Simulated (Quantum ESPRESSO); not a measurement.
Sb under changes of volume

One of the cells (26.666 Å³/atom); the others are scaled copies at fixed shape and fractional positions:

```
CELL_PARAMETERS angstrom
0.00000 2.37124 2.37124
2.37124 0.00000 2.37124
2.37124 2.37124 0.00000
ATOMIC_POSITIONS crystal
Sb 0.00000 0.00000 0.00000
```

This isn't the form of Sb at room conditions, which is rhombohedral.

| Quantity | Value |
| --- | --- |
| Program | Quantum ESPRESSO 7.5 |
| Functional | LDA |
| Potentials or basis | GBRV 1.5 LDA |
| Cutoff | 612 eV |
| Density cutoff | 4898 eV |
| k mesh | 10 × 10 × 10 |
| Occupations | fermi-dirac, width 0.05 eV |
| Spin | no spin polarisation |

```csv
volume (Å³/atom),energy over the lowest point (meV/atom),pressure (GPa)
25.066,3.75,1.6
25.599,0.00,0.1
26.133,0.85,-1.2
26.666,?,?
27.199,14.78,-3.6
27.733,27.41,-4.6
28.266,43.50,-5.5
```

Task: What does the run at 26.666 Å³/atom give?

Result: Energy over the lowest point 5.76 meV/atom; pressure -2.4 GPa.

Worked out: A Birch-Murnaghan fit of order 3 (a polynomial in V^(-2/3)) to the other rows has its minimum at 25.77 Å³/atom with B0 = V·E''(V) = 64 GPa (rough, since the energies scatter). It gives 5.83 meV/atom at 26.666 Å³/atom, against the run's 5.76, and -dE/dV = -2.1 GPa, against -2.4.

Energies are extrapolated to zero smearing.
